**Dispersion add-ons and the volume of diamond: forecast and outcome**

The table holds relaxed static-lattice volumes per atom of diamond from VASP (PAW, 600 eV) with GGA, meta-GGA and screened hybrid functionals, beside a room-temperature measured volume. The program tests $V=V_0(1-p/B)$, with the pull $p$ from a D3 lattice sum in two damping forms or from scaling the rVV10 shift with its damping parameter, using four of the nine known rows and rough recalled constants. It also estimates a static reference near 5.61 Å³/atom by removing the zero-point expansion, and sets every row against it. The three withheld volumes fall within their bars and in the forecast order, but each contracts less than forecast, by 0.003 to 0.018 Å³/atom. PBE-D3 matches the zero-damping variant, and for PBE-rVV10 a common shift does better than the scaling.

Kohn–Sham DFT in VASP for diamond (2-atom cell, space group Fd-3m), with cell and atoms relaxed for each functional. All runs are without spin polarisation and use a 600 eV plane-wave cutoff and Fermi–Dirac smearing of 0.05 eV. Computed volumes are for a static lattice, without zero-point or thermal motion; the measured volume is for 293 K.

## Numerical check

```python
# Table: relaxed static-lattice volume per atom of diamond, VASP (PAW, 600 eV), GGA to hybrid, vs measured.
# Tested: volume with dispersion add-on = parent volume * (1 - pull/B); forecast of the withheld rows.
T = {
    'run_method': ['AM05', 'PBE', 'PBE-D3', 'PBE-rVV10', 'PBEsol-D3', 'PBEsol-rVV10', 'PW91', 'optB86b-vdW', 'MS2', 'rSCAN', 'HSE03', 'HSEsol'],
    'run_rung': ['GGA', 'GGA', 'GGA', 'GGA', 'GGA', 'GGA', 'GGA', 'GGA', 'meta-GGA', 'meta-GGA', 'hybrid', 'hybrid'],
    'run_potentials': ['VASP PAW PBE potentials, recommended', 'VASP PAW PBE potentials, recommended, release 54', 'VASP PAW PBE potentials, recommended', 'VASP PAW PBE potentials, recommended', 'VASP PAW PBE potentials, recommended', 'VASP PAW PBE potentials, recommended', 'VASP PAW PBE potentials, recommended', 'VASP PAW PBE potentials, recommended', 'VASP PAW PBE potentials, recommended', 'VASP PAW PBE potentials, recommended', 'VASP PAW PBE potentials, recommended', 'VASP PAW PBE potentials, recommended'],
    'run_k_mesh': ['13x13x13 2-atom cell', '13x13x13 2-atom cell', '13x13x13 2-atom cell', '13x13x13 2-atom cell', '13x13x13 2-atom cell', '13x13x13 2-atom cell', '13x13x13 2-atom cell', '13x13x13 2-atom cell', '13x13x13 2-atom cell', '13x13x13 2-atom cell', '7x7x7 2-atom cell', '7x7x7 2-atom cell'],
    'result_equilibrium_volume': [5.6, 5.695, 5.656, 5.679, 5.589, 5.61, 5.701, 5.685, 5.602, 5.619, 5.578, 5.525],  # angstrom^3/atom
    'result_less_measured': [-0.072, 0.023, -0.016, 0.007, -0.083, -0.062, 0.029, 0.013, -0.07, -0.053, -0.094, -0.147],  # angstrom^3/atom
}
HELD = [2, 3, 4]  # rows withheld from the fit
import numpy as np
from scipy.constants import physical_constants as pc, e
a0 = pc['Bohr radius'][0]*1e10
au = pc['Hartree energy'][0]/pc['Bohr radius'][0]**3/1e9
M, Vall, D = T['run_method'], T['result_equilibrium_volume'], T['result_less_measured']
V = {M[i]: Vall[i] for i in range(len(M)) if i not in HELD}
meas = np.mean([Vall[i]-D[i] for i in range(len(M)) if i not in HELD])
# rough recalled values: modulus GPa, zero-point eV/atom, Grueneisen, sp3 C6 a.u., C8/C6 bohr^2, D3 radius A
B, Ezp, gam, C6, q, R0 = 440., 0.18, 1.0, 18., 29., 2.9
par = {'PBE': ((1.2, 0.72), (0.43, 0.79, 4.4)), 'PBEsol': ((1.3, 0.61), (0.45, 2.9, 6.2))}  # rough recalled
pz = gam*Ezp*e/(meas*1e-30)/1e9
stat = meas*(1-pz/B)
print("volumes in A^3/atom; table rounding 0.0005; B = 440 GPa (rough, recalled)")
print(f"measured {meas:.3f}; zero-point pressure {pz:.1f} GPa = {100*pz/B:.1f}%; rough static value {stat:.3f}")
for m, v in V.items():
    print(f"{m:13s} V {v:.3f} vs measured {100*(v/meas-1):+.1f}%  vs static {v-stat:+.3f} ({100*(v/stat-1):+.1f}%)")
print(f"largest leftover pressure 0.096 GPa (HSEsol) is worth {V['HSEsol']*0.096/B:.4f}")  # from run output
print(f"HSE03-PBE {V['HSE03']-V['PBE']:+.3f}; HSEsol-HSE03 {V['HSEsol']-V['HSE03']:+.3f}; optB86b-PBE {V['optB86b-vdW']-V['PBE']:+.3f}")
g = np.arange(-24, 25)
x, y, z = [w.ravel() for w in np.meshgrid(g, g, g)]
s, k = x+y+z, x*x+y*y+z*z
site = ((x % 2 == 0) & (y % 2 == 0) & (z % 2 == 0) & (s % 4 == 0)) | ((x*y*z % 2 == 1) & (s % 4 == 3))
k = k[site & (k > 0) & (k <= 576)]
def E(v, p):  # hartree per atom, v in bohr^3
    u = (8*v)**(1/3)/4
    r = u*np.sqrt(k)
    if len(p) == 2:
        t = 1/(r**6*(1+6*(r*a0/(p[0]*R0))**-14)) + p[1]*q/(r**8*(1+6*(r*a0/R0)**-16))
    else:
        R = p[0]*np.sqrt(q)+p[2]
        t = 1/(r**6+R**6) + p[1]*q/(r**8+R**8)
    return -0.5*C6*(t.sum() + 4*np.pi/(3*v*(24*u)**3))
def pull(v, p):
    v = v/a0**3
    return (E(v*1.001, p)-E(v*0.999, p))/(0.002*v)*au
V0 = {'PBE': V['PBE'], 'PBEsol': V['PBE']+(V['HSEsol']-V['HSE03'])/0.75}
u0 = {'PBE': 0.005, 'PBEsol': 0.012}
d20 = V['PBEsol-rVV10']-V0['PBEsol']  # b = 20 from the settings of that run
print(f"estimated plain PBEsol {V0['PBEsol']:.3f} +- 0.012; rVV10 shift at b=20 {d20:+.3f} = pull {-B*d20/V0['PBEsol']:.1f} GPa")
F, alt = {}, {}
for f in par:
    p = [pull(V0[f], w) for w in par[f]]
    a = [V0[f]*(1-w/B) for w in p]
    mid = np.mean(a)
    F[f+'-D3'] = (mid, abs(a[0]-a[1])/2+np.hypot(0.2*(V0[f]-mid), u0[f]))
    alt[f+'-D3'] = {'zero damping': a[0], 'BJ damping': a[1]}
    print(f"{f}-D3 model pull: zero damping {p[0]:.1f} GPa -> {a[0]:.3f}; BJ damping {p[1]:.1f} GPa -> {a[1]:.3f}")
fb = 2**1.25
F['PBE-rVV10'] = (V0['PBE']+fb*d20, np.sqrt((fb*0.012)**2+(d20*(2**1.5-2)/2)**2+0.005**2))
alt['PBE-rVV10'] = {'b=10 power 1': V0['PBE']+2*d20, 'b=10 power 1.5': V0['PBE']+2**1.5*d20, 'b=7 power 1.25': V0['PBE']+(20/7)**1.25*d20}
print(f"rVV10 scale factor from b=20 to guessed b=10: {fb:.2f} (range 2.00 to {2**1.5:.2f})")
for i in HELD:
    print(f"forecast {M[i]:10s} {F[M[i]][0]:.3f} +- {F[M[i]][1]:.3f}, shift from parent {F[M[i]][0]-V0[M[i].split('-')[0]]:+.3f}")
for i in HELD:
    m, v = M[i], Vall[i]
    b, (pr, er) = V0[m.split('-')[0]], F[M[i]]
    print(f"computed {m:10s} {v:.3f}; miss {v-pr:+.3f} = {abs(v-pr)/er:.2f} of the bar")
    print(f"   from parent {v-b:+.3f} ({100*(v/b-1):+.2f}%), implied pull {B*(1-v/b):.1f} GPa; miss if common shift {v-b-d20:+.3f}")
    print("   miss of variants: " + "; ".join(f"{n} {v-w:+.3f}" for n, w in alt[m].items()))
    print(f"   vs measured {v-meas:+.3f}; vs static {v-stat:+.3f}; vs PBEsol-rVV10 {v-V['PBEsol-rVV10']:+.3f}; vs AM05 {v-V['AM05']:+.3f}")
print("computed order: " + " > ".join(M[i] for i in sorted(HELD, key=lambda i: -Vall[i])))
assert V['HSEsol'] < V['HSE03'] < V['PBE']
assert min(V['PBE'], V['PW91'], V['optB86b-vdW']) > meas > max(V['AM05'], V['MS2'], V['rSCAN'])
assert d20 < 0
```

Running it gives:

```
volumes in A^3/atom; table rounding 0.0005; B = 440 GPa (rough, recalled)
measured 5.672; zero-point pressure 5.1 GPa = 1.2%; rough static value 5.606
AM05          V 5.600 vs measured -1.3%  vs static -0.006 (-0.1%)
PBE           V 5.695 vs measured +0.4%  vs static +0.089 (+1.6%)
PBEsol-rVV10  V 5.610 vs measured -1.1%  vs static +0.004 (+0.1%)
PW91          V 5.701 vs measured +0.5%  vs static +0.095 (+1.7%)
optB86b-vdW   V 5.685 vs measured +0.2%  vs static +0.079 (+1.4%)
MS2           V 5.602 vs measured -1.2%  vs static -0.004 (-0.1%)
rSCAN         V 5.619 vs measured -0.9%  vs static +0.013 (+0.2%)
HSE03         V 5.578 vs measured -1.7%  vs static -0.028 (-0.5%)
HSEsol        V 5.525 vs measured -2.6%  vs static -0.081 (-1.5%)
largest leftover pressure 0.096 GPa (HSEsol) is worth 0.0012
HSE03-PBE -0.117; HSEsol-HSE03 -0.053; optB86b-PBE -0.010
estimated plain PBEsol 5.624 +- 0.012; rVV10 shift at b=20 -0.014 = pull 1.1 GPa
PBE-D3 model pull: zero damping 3.0 GPa -> 5.656; BJ damping 5.4 GPa -> 5.625
PBEsol-D3 model pull: zero damping 2.4 GPa -> 5.594; BJ damping 3.6 GPa -> 5.578
rVV10 scale factor from b=20 to guessed b=10: 2.38 (range 2.00 to 2.83)
forecast PBE-D3     5.641 +- 0.027, shift from parent -0.054
forecast PBE-rVV10  5.661 +- 0.030, shift from parent -0.034
forecast PBEsol-D3  5.586 +- 0.022, shift from parent -0.038
computed PBE-D3     5.656; miss +0.015 = 0.56 of the bar
   from parent -0.039 (-0.68%), implied pull 3.0 GPa; miss if common shift -0.025
   miss of variants: zero damping -0.000; BJ damping +0.031
   vs measured -0.016; vs static +0.050; vs PBEsol-rVV10 +0.046; vs AM05 +0.056
computed PBE-rVV10  5.679; miss +0.018 = 0.61 of the bar
   from parent -0.016 (-0.28%), implied pull 1.2 GPa; miss if common shift -0.002
   miss of variants: b=10 power 1 +0.013; b=10 power 1.5 +0.025; b=7 power 1.25 +0.037
   vs measured +0.007; vs static +0.073; vs PBEsol-rVV10 +0.069; vs AM05 +0.079
computed PBEsol-D3  5.589; miss +0.003 = 0.14 of the bar
   from parent -0.035 (-0.63%), implied pull 2.8 GPa; miss if common shift -0.021
   miss of variants: zero damping -0.005; BJ damping +0.011
   vs measured -0.083; vs static -0.017; vs PBEsol-rVV10 -0.021; vs AM05 -0.011
computed order: PBE-rVV10 > PBE-D3 > PBEsol-D3
```
